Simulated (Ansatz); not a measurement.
`FC(F)(F)[SiH3]` + `BN[SiH2]Cl` → `BN([SiH3])[SiH2]Cl` + `FC(F)F` at 500 K and 1 bar (ligand exchange at the Si–C bond).

Calculated with Ansatz (gas phase, PBE0-D4/def2-TZVP geometries, no zero-point term in ΔE). CBS: MP2 limit from def2 TZ/QZ plus the TZ coupled-cluster correction, frozen cores. This one scheme is used for every species. Each species was taken in one conformer, which may not be the lowest.

| species | CCSD(T)/CBS energy (Eh) | H − E (kJ/mol) | S (J/(mol·K)) |
| --- | --- | --- | --- |
| `FC(F)(F)[SiH3]` | -628.29609 | 142.2 | 369.6 |
| `BN[SiH2]Cl` | -831.46864 | 191.6 | 379.3 |
| `BN([SiH3])[SiH2]Cl` | -1121.76437 | 245.6 | 455.4 |
| `FC(F)F` | -338.02896 | 90.5 | 290.1 |

H − E and S are ideal-gas, rigid-rotor, harmonic terms from PBE0-D4/def2-TZVP, for one conformer and one mirror image of each species. 1 Eh = 2625.50 kJ/mol, R = 8.31446 J/(mol·K).

Question: By hand: ΔE, ΔH, ΔS and ΔG.

Answer: ΔE = (-1121.76437) + (-338.02896) − (-628.29609) − (-831.46864) = -0.02860 Eh = -75.1 kJ/mol. Δ(H − E) = 245.6 + 90.5 − 142.2 − 191.6 = 2.3, so ΔH = -72.8 kJ/mol. ΔS = 455.4 + 290.1 − 369.6 − 379.3 = -3.4 J/(mol·K). ΔG = -72.8 − 500 × (-3.4)/1000 = -71.1 kJ/mol.

Question: By hand: the equilibrium constant, and the temperature at which ΔG would vanish if ΔH and ΔS stayed fixed.

Answer: log₁₀ K = −ΔG/(RT ln 10) = 7.4. ΔG = 0 at ΔH/ΔS = 21412 K, far beyond where these terms or the molecules hold.

The number of gas molecules stays the same, so ΔS is small and ΔH decides. A doubt of 5 kJ/mol in ΔE shifts log₁₀ K by 0.5 here. Other conformers and mirror images would add mixing entropy, several J/(mol·K) or more a flexible species. Modes under 60 cm⁻¹, often nearly free rotors, make the harmonic entropy too high. These are equilibria of isolated gas molecules and say nothing of rates. Largest T1 diagnostic: 0.013 (customary marks: 0.02 for closed shells, 0.045 for open ones).
